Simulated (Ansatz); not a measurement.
## Ga in Ansatz: the effect of functional

Ga:

```
CELL_PARAMETERS angstrom
-1.37511 1.37511 2.29571
1.37511 -1.37511 2.29571
1.37511 1.37511 -2.29571
ATOMIC_POSITIONS crystal
Ga 0.00000 0.00000 0.00000
```

This isn't the form of Ga at room conditions, which is orthorhombic.

The cell isn't the ideal one: volume scaled by 0.98.

Alike in all runs:

- Program: Ansatz 0.2.0
- Task: single point
- Potentials or basis: Ansatz PAW
- k mesh: 13 × 13 × 13
- Occupations: fermi-dirac, width 0.05 eV
- Spin: no spin polarisation

| functional | cutoff | pressure (GPa) |
| --- | --- | --- |
| PBE | 420 eV (not typed: the program's choice for these potentials) | ? |
| PBEsol | 420 eV (not typed: the program's choice for these potentials) | 1.0 |
| r2SCAN | 500 eV (not typed: the program's choice for these potentials) | 1.5 |

Problem. What does the run with functional PBE give?

Solution. Pressure 4.9 GPa.

Caveats: the PAW data sets come from PBE, with cores solved anew for the run's functional, which leaves a small shift of forces and pressure (some runs).
